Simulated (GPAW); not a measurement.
**CdS (Greenockite): relaxation of cell and atoms with RPBE**

Crystal: CdS (Greenockite).

```
CELL_PARAMETERS angstrom
4.15000 0.00000 0.00000
-2.07500 3.59401 0.00000
0.00000 0.00000 6.73700
ATOMIC_POSITIONS crystal
Cd 0.66667 0.33333 0.50000
Cd 0.33333 0.66667 0.00000
S 0.66667 0.33333 0.87500
S 0.33333 0.66667 0.37500
```

* Program: GPAW 26.7.0
* Task: relaxation of cell and atoms
* Functional: RPBE
* Potentials or basis: the program's PAW data sets (release 1.2.1) made for this functional
* Cutoff: 600 eV
* Basis: pw
* k mesh: 5 × 5 × 3
* Occupations: fermi-dirac, width 0.05 eV
* Spin: no spin polarisation
* Target pressure: 1 GPa
* Maxiter: 150
* Optimizer: FIRE
* Fmax: 0.01 eV/Å
* Max steps: 60
* Target pressure: 1 GPa
* Convergence: density=1e-06 energy=1e-06 eigenstates=1e-10

```
Relaxed volume                                         : 26.45 Å³/atom
Relaxed cell                                           : a = 4.220 Å, b = 4.220 Å, c = 6.862 Å, α = 90.00°, β = 90.00°, γ = 120.00°
Space group after relaxing (to 0.05 Å)                 : P6_3mc (No. 186)
Energy change on relaxing (the enthalpy is what falls) : -21.1 meV/atom
Ionic steps                                            : 18
Pressure after relaxing                                : 1.0 GPa
Largest force after relaxing                           : 0.007 eV/Å
Band gap on the k mesh                                 : 1.24 eV, direct
```

Forces in eV/Å, atoms in the order of the input:
```
Cd   0.000  0.000 -0.007
Cd   0.000  0.000 -0.007
S    0.000  0.000  0.006
S    0.000  0.000  0.006
```

Step by step:
```csv
step,energy change (eV),largest force (eV/Å),pressure (GPa),volume (Å³)
1,0.0000,0.0670,4.05,100.48
2,-0.0092,0.0575,3.82,100.84
3,-0.0254,0.0408,3.37,101.54
4,-0.0450,0.0203,2.78,102.54
5,-0.0640,0.0003,2.08,103.76
6,-0.0790,0.0156,1.35,105.14
7,-0.0882,0.0220,0.64,106.58
8,-0.0882,0.0215,0.65,106.57
9,-0.0881,0.0205,0.66,106.54
10,-0.0880,0.0190,0.68,106.51
11,-0.0878,0.0169,0.70,106.46
12,-0.0875,0.0146,0.73,106.41
13,-0.0872,0.0118,0.76,106.34
14,-0.0869,0.0088,0.79,106.27
15,-0.0864,0.0053,0.83,106.18
16,-0.0858,0.0013,0.88,106.08
17,-0.0851,0.0030,0.95,105.95
18,-0.0842,0.0065,1.01,105.81
```

Final structure:
```
Cd S
1.0
     4.21969    0.00000    0.00000
    -2.10985    3.65436    0.00000
     0.00000    0.00000    6.86181
Cd S
2 2
Cartesian
  2.1098 1.2181 3.4260
  0.0000 2.4362 -0.0049
  2.1098 1.2181 6.0089
  0.0000 2.4362 2.5780
```

Levels at points of the mesh, in eV from the valence-band top:
| k point | band 14 | band 15 | band 16 | band 17 | band 18 | band 19 | band 20 | band 21 | band 22 | band 23 |
| --- | --- | --- | --- | --- | --- | --- | --- | --- | --- | --- |
| (0.00, 0.00, 0.00) | -0.68 | -0.68 | -0.03 | 0.00 | 0.00 | 1.24 | 2.83 | 6.53 | 6.53 | 6.82 |

It took 4.3 min on 1 thread of Intel(R) Xeon(R) Platinum 8488C (Sapphire Rapids), on a shared host, peak memory 0.28 GiB.

Caveat: later steps reuse the first step's grids. Zero-point motion and thermal expansion aren't in these numbers.
